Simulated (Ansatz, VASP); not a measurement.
# One calculation of MgSe, two programs

```xyz
2
Lattice="0.0000 2.7545 2.7545 2.7545 0.0000 2.7545 2.7545 2.7545 0.0000" Properties=species:S:1:pos:R:3 pbc="T T T"
Mg    0.0000    0.0000    0.0000
Se    2.7545    2.7545    2.7545
```

Alike in both runs: task relaxation of cell and atoms; functional LDA; k mesh 8 × 8 × 8; occupations gaussian, width 0.02 eV; no spin polarisation.

|  | VASP | Ansatz |
| --- | --- | --- |
| version | VASP 6.6.1 | Ansatz 0.2.0 |
| potentials or method | VASP PAW LDA potentials, release 64 (Mg, Se) | scalar-relativistic, plane waves, PAW |
| plane-wave cutoff (eV) | 600 | 420 |
| valence electrons in the cell | 8 | 26 |

Ansatz gave:

```
gap on the k mesh at the Fermi level, each at its own relaxed structure (eV) : 1.72
relaxed volume (Å³/atom)                                                     : 19.59
relaxed cell length with the largest relative difference (Å)                 : 3.812
energy change over the relaxation (meV/atom)                                 : -17
```

**Question.** Which values does VASP return?

**Answer.** gap on the k mesh at the Fermi level, each at its own relaxed structure (eV): 1.71; relaxed volume (Å³/atom): 19.50; relaxed cell length with the largest relative difference (Å): 3.807; energy change over the relaxation (meV/atom): -19.

The two sets of potentials don't hold the same shells in valence.

A k mesh can miss the band edges. LDA usually gives volumes a few per cent too small. Zero-point motion and thermal expansion aren't in these numbers.
